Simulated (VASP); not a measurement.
Si2W under changes of volume

One of the cells (13.919 Å³/atom); the others are scaled copies at fixed shape and fractional positions:

```
W Si
1.0
     4.64743    0.00000    0.00000
    -2.32371    4.02479    0.00000
     0.00000    0.00000    6.69728
W Si
3 6
Direct
  0.50000 0.00000 0.50000
  0.50000 0.50000 0.83333
  0.00000 0.50000 0.16667
  0.32725 0.16363 0.16667
  0.83637 0.16363 0.83333
  0.16363 0.32725 0.50000
  0.67275 0.83637 0.16667
  0.16363 0.83637 0.83333
  0.83637 0.67275 0.50000
```

Measurements of this composition are mostly on another form, of space group No. 139.

| Quantity | Value |
| --- | --- |
| Program | VASP 6.6.1 |
| Functional | PBEsol |
| Potentials or basis | VASP PAW PBE potentials, release 64 (W_sv, Si) |
| Cutoff | 520 eV |
| k mesh | 7 × 7 × 4 |
| Occupations | fermi-dirac, width 0.05 eV |
| Spin | no spin polarisation |

| volume (Å³/atom) | energy over the lowest point (meV/atom) | pressure (GPa) | largest force (eV/Å) |
| --- | --- | --- | --- |
| 12.827 | ? | ? | ? |
| 13.100 | 2.81 | 4.2 | 0.009 |
| 13.373 | 0.00 | -0.8 | 0.021 |
| 13.919 | 17.76 | -9.3 | 0.044 |
| 14.192 | 36.72 | -12.9 | 0.054 |
| 14.465 | 61.46 | -16.1 | 0.064 |

Problem. What does the run at 12.827 Å³/atom give?

Solution. Energy over the lowest point 14.63 meV/atom; pressure 9.8 GPa; largest force 0.004 eV/Å.

Worked out: A Birch-Murnaghan fit of order 3 (a polynomial in V^(-2/3)) to the other rows has its minimum at 13.33 Å³/atom with B0 = V·E''(V) = 236 GPa and B' = 4.5 at fixed shape and positions, which overstates the stiffness. It gives 14.66 meV/atom at 12.827 Å³/atom, against the run's 14.63, and -dE/dV = 9.8 GPa, against 9.8.

Energies are extrapolated to zero smearing.

Caveats: the PAW data sets were made with another functional, which shifts forces and pressure a little.
